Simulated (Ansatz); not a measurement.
The cell below derives from a database structure.

Input and command of a plane-wave DFT calculation in Ansatz:

```yaml
crystal:
  lattice:
    - [10.83300018, 0.0, 0.0]
    - [0.0, 3.8355, 0.0]
    - [0.0, 0.0, 4.39540005]
  atoms:
    - { symbol: Ge, position: [0.87899, 0.75, 0.61129999] }
    - { symbol: Ge, position: [0.62101, 0.25, 0.11129999] }
    - { symbol: Ge, position: [0.37899, 0.75, 0.88870001] }
    - { symbol: Ge, position: [0.12101, 0.25, 0.38870001] }
    - { symbol: Se, position: [0.64650001, 0.75, 0.49759999] }
    - { symbol: Se, position: [0.85349999, 0.25, 0.99759999] }
    - { symbol: Se, position: [0.14650001, 0.75, 0.00240001] }
    - { symbol: Se, position: [0.35349999, 0.25, 0.50240001] }
basis:
  ecutwfc: 420
kpoints:
  mp_grid: { grid: [4, 8, 6] }
hamiltonian:
  xc: pbe
scf:
  occupations: { method: gaussian, width: 0.02 }
output:
  forces: true
  stress: true
  eigenvalues: true
  write_density: true
  write_potential: true
  elf: true
  volumetric_format: npy
relax:
  adjacent_minimum: "off"
  f_tol: 0.01
  max_steps: 80
  cell: { stress_tol: 0.05 }
```

```bash
ansatz run input.yaml --threads 1 --pin off --max-ram 2560MiB --backend cpu --events-out ev --progress --plain --runs-dir out
```

Processor: Intel(R) Xeon(R) Processor @ 2.70GHz, 1 thread, on a host shared with other jobs.

Question: How long does it run, and how much memory does it take?

Answer: About 9.9 min, peak memory 0.86 GiB. It solves 72 bands at 60 k points (after reduction by symmetry) with about 3835 plane waves (on the last cell), in 40 SCF iterations over 6 ionic steps.
